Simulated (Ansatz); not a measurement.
# HfB2: stress in a strained cell

HfB2 is deformed so: equal xx and yy strain of -1 %. What stress and forces result, by LAPW, PAW and all-electron datasets made for the crystal?

Program: Ansatz 0.2.0. Level of theory: DFT PBE, scalar-relativistic. These are calculated values, not measurements.

## 1. Starting point

The structure is hexagonal, space group P6/mmm (No. 191). The conventional cell has a = 3.140 Å, b = 3.140 Å, c = 3.480 Å, α = 90.00°, β = 90.00°, γ = 120.00°. Hf (site symmetry 6/mmm) is surrounded by 12 B at 2.51 Å. B (site symmetry -6m2) has 3 B at 1.81 Å and 6 Hf at 2.51 Å as nearest neighbours.

Coordinates:

```
Hf B
1.0
     3.14000    0.00000    0.00000
    -1.57000    2.71932    0.00000
     0.00000    0.00000    3.48000
Hf B
1 2
Direct
  0.00000 0.00000 0.00000
  0.33333 0.66667 0.50000
  0.66667 0.33333 0.50000
```

Atoms are numbered in the order of the input: Hf1, B2, B3.

## 2. The deformed structure

Space group P6/mmm before, P6/mmm after.

## 3. Full-potential LAPW

Input file input.yaml:

```yaml
crystal:
  lattice:
    - [3.1086000995, 0.0, 0.0]
    - [-1.5543000498, 2.6921266564, 0.0]
    - [0.0, 0.0, 3.48]
  atoms:
    - { symbol: Hf, position: [0.0, 0.0, 0.0] }
    - { symbol: B, position: [0.3333333333, 0.6666666667, 0.5] }
    - { symbol: B, position: [0.6666666667, 0.3333333333, 0.5] }
kpoints:
  mp_grid: { grid: [13, 13, 11] }
  band_path:
    path:
      - [0.0, 0.0, 0.0]
      - [0.5, 0.0, 0.0]
      - [0.3333333333, 0.3333333333, 0.0]
      - [0.0, 0.0, 0.0]
      - [0.0, 0.0, 0.5]
      - [0.5, 0.0, 0.5]
      - [0.3333333333, 0.3333333333, 0.5]
      - [0.0, 0.0, 0.5]
      - [0.5, 0.0, 0.5]
    npoints: 5
scf:
  occupations: { method: fermi_dirac, width: 0.05 }
hamiltonian:
  xc: pbe
  pseudopotentials: { kind: all_electron, lapw: { basis_error: 0.0005 } }
output:
  forces: true
  stress: true
  eigenvalues: true
```

Command:

```
$ ansatz run input.yaml --threads 1 --pin off --max-ram 6144MiB --backend cpu --events-out ev --progress --plain --runs-dir out
```

## 4. PAW with frozen cores

Input file input.yaml:

```yaml
crystal:
  lattice:
    - [3.1086000995, 0.0, 0.0]
    - [-1.5543000498, 2.6921266564, 0.0]
    - [0.0, 0.0, 3.48]
  atoms:
    - { symbol: Hf, position: [0.0, 0.0, 0.0] }
    - { symbol: B, position: [0.3333333333, 0.6666666667, 0.5] }
    - { symbol: B, position: [0.6666666667, 0.3333333333, 0.5] }
kpoints:
  mp_grid: { grid: [13, 13, 11] }
scf:
  occupations: { method: fermi_dirac, width: 0.05 }
hamiltonian:
  xc: pbe
  pseudopotentials: { kind: paw }
output:
  forces: true
  stress: true
  eigenvalues: true
  efg: { contact_densities: true }
```

## 5. All-electron PAW on datasets made for the crystal

Changes to input.yaml since step 4:

```diff
@@ -15,3 +15,3 @@
   xc: pbe
-  pseudopotentials: { kind: paw }
+  pseudopotentials: { kind: all_electron, datasets: crystal }
 output:
```

(Steps that only read results are left out.)

**Question.** What will these runs give? Wanted: pressure; largest shear or deviatoric stress.

**Answer**, as computed:

| quantity | value |
| --- | --- |
| pressure | LAPW 6.98, PAW 6.89, crystal datasets 6.98 GPa |
| largest shear or deviatoric stress (LAPW) | 2.87 GPa |

**Reading.** The largest part of the stress beyond the pressure is 2.87 GPa in size, in the zz component; the atoms are carried along and not relaxed. No run of the undeformed cell stands beside it, so the pressure holds what the given cell had before the change. PAW: stress within 0.15 GPa of LAPW. Crystal datasets: stress within 0.01 GPa of LAPW. Spin-orbit coupling is left out, though the cell holds Hf; in elements this heavy it can shift bands and gaps by tenths of an eV.
